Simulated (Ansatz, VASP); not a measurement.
Y in VASP and in Ansatz

```
Y
1.0
    -1.84497    1.84497    1.84497
     1.84497   -1.84497    1.84497
     1.84497    1.84497   -1.84497
Y
1
Direct
  0.00000 0.00000 0.00000
```

Change from the starting cell: volume scaled by 0.76, PAW files.

Alike in both runs: task single point; functional PBE; k mesh 13 × 13 × 13; occupations fermi-dirac, width 0.08 eV; no spin polarisation.

```csv
,VASP,Ansatz
version,VASP 6.6.1,Ansatz 0.2.0
potentials or method,"VASP PAW PBE potentials, release 64 (Y_sv)","PAW with Ansatz's default frozen-core files, scalar-relativistic"
plane-wave cutoff (eV),520,420
valence electrons in the cell,11,11
```

|  | VASP | Ansatz | Ansatz less VASP |
| --- | --- | --- | --- |
| pressure (GPa) | 15.6 | 15.8 | +0.25 |

Caveats: so large a pressure means that the cell lies far from this level's equilibrium, or that cutoff or potentials fall short (VASP).
